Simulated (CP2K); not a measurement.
Runs of CP2K 2026.2 on TiO2 (Anatase). The structure is tetragonal, space group I4_1/amd (No. 141). The conventional cell has a = 3.784 Å, b = 3.784 Å, c = 9.515 Å, α = 90.00°, β = 90.00°, γ = 90.00°. Around Ti (site symmetry -4m2) lie 6 O at 1.93 to 1.98 Å. Around O (site symmetry 2mm) lie 3 Ti at 1.93 to 1.98 Å. 

```tsv
level	potentials or basis	smearing	EPS_DEFAULT	NGRIDS	points a segment of the path (NPOINTS)	bands added on the path	CUTOFF of the grids	gap on the mesh (eV)	pressure (GPa)	largest force (eV/Å)
r2SCAN	POTENTIAL_UZH Ti GTH-SCAN-q12, O GTH-SCAN-q6; TZVP-MOLOPT-SCAN-GTH basis	fermi-dirac 0.1 eV	1.0E-9	4	10	6	850 Ry	(b)	1.7	0.02
TB-mBJ	POTENTIAL_UZH Ti GTH-PBE-q12, O GTH-PBE-q6; TZVP-MOLOPT-PBE-GTH basis	fermi-dirac 0.01 eV	1.0E-9	5	10	6	850 Ry	2.41	-	-
LDA	GTH_POTENTIALS Ti GTH-PADE-q12, O GTH-PADE-q6; TZVP-MOLOPT-PBE-GTH basis	fermi-dirac 0.05 eV	1.0E-10	5	8	2	600 Ry	2.25	-6.5	0.11
PBE	POTENTIAL_UZH Ti GTH-PBE-q12, O GTH-PBE-q6; TZVP-MOLOPT-PBE-GTH basis	fermi-dirac 0.05 eV	1.0E-9	5	10	2	600 Ry	2.31	(c)	0.13
PBEsol	POTENTIAL_UZH Ti GTH-PBE-q12, O GTH-PBE-q6; TZVP-MOLOPT-PBE-GTH basis	fermi-dirac 0.0259 eV	1.0E-10	4	6	4	600 Ry	2.29	(a)	0.05
```

Alike in all rows: task band structure; no spin polarisation; cell as given; k mesh 10 × 10 × 10.

Question: Fill in the values left out.

Answer: (a) 0.4; (b) 2.71; (c) 6.0.

Caveats: the mesh misses the band edges, which the band path finds closer together; the basis of atomic orbitals isn't converged, which shifts pressures, moduli and gaps; the potentials were made for another functional, which shifts forces and pressure (some runs); this is a model potential without an energy functional, so only levels have meaning (some runs).
